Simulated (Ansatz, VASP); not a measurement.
**One calculation of NaH, two programs**

```xyz
2
Lattice="0.0000 2.3894 2.3894 2.3894 0.0000 2.3894 2.3894 2.3894 0.0000" Properties=species:S:1:pos:R:3 pbc="T T T"
Na    0.0000    0.0000    0.0000
H     2.3894    2.3894    2.3894
```

Alike in both runs: task single point; functional r2SCAN; dispersion rVV10; k mesh 10 × 10 × 10; occupations fermi-dirac, width 0.03 eV; no spin polarisation.

|  | VASP | Ansatz |
| --- | --- | --- |
| version | VASP 6.6.1 | Ansatz 0.2.0 |
| potentials or method | VASP PAW PBE potentials, release 64 (Na_pv, H) | plane waves, PAW |
| plane-wave cutoff (eV) | 520 | 500 |
| valence electrons in the cell | 8 | 10 |

|  | VASP | Ansatz | Ansatz less VASP |
| --- | --- | --- | --- |
| gap on the k mesh at the Fermi level (eV) | 4.40 | 4.39 | -0.010 |
| pressure (GPa) | -0.3 | 0.0 | +0.31 |

The two sets of potentials don't hold the same shells in valence.

Caveats: the PAW data sets were made with another functional, which shifts forces and pressure a little (VASP). r2SCAN opens gaps a little over a GGA but as a rule still falls short of measured ones. A k mesh can miss the band edges.
